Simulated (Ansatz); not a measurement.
# HgTe (Coloradoite) under changes of volume

One of the cells (33.215 Å³/atom); the others are scaled copies at fixed shape and fractional positions:

```
CELL_PARAMETERS angstrom
0.00000 3.21450 3.21450
3.21450 0.00000 3.21450
3.21450 3.21450 0.00000
ATOMIC_POSITIONS crystal
Hg 0.00000 0.00000 0.00000
Te 0.75000 0.75000 0.75000
```

- Program: Ansatz 0.2.0
- Functional: PBE
- Potentials or basis: SPMS NC
- Cutoff: 680 eV (not typed: the program's choice for these potentials)
- k mesh: 7 × 7 × 7
- Occupations: fermi-dirac, width 0.05 eV
- Spin: no spin polarisation

```tsv
volume (Å³/atom)	energy over the lowest point (meV/atom)	pressure (GPa)
31.223	?	?
31.887	85.91	7.1
32.551	59.27	5.8
33.215	37.90	4.6
33.880	21.22	3.5
34.544	8.72	2.5
35.208	0.00	1.7
```

Question: What does the run at 31.223 Å³/atom give?

Answer: Energy over the lowest point 118.44 meV/atom; pressure 8.6 GPa.

Worked out: A Birch-Murnaghan fit of order 3 (a polynomial in V^(-2/3)) to the other rows has no minimum within the range. It gives 118.45 meV/atom at 31.223 Å³/atom, against the run's 118.44, and -dE/dV = 8.6 GPa, against 8.6.

Energies are extrapolated to zero smearing.
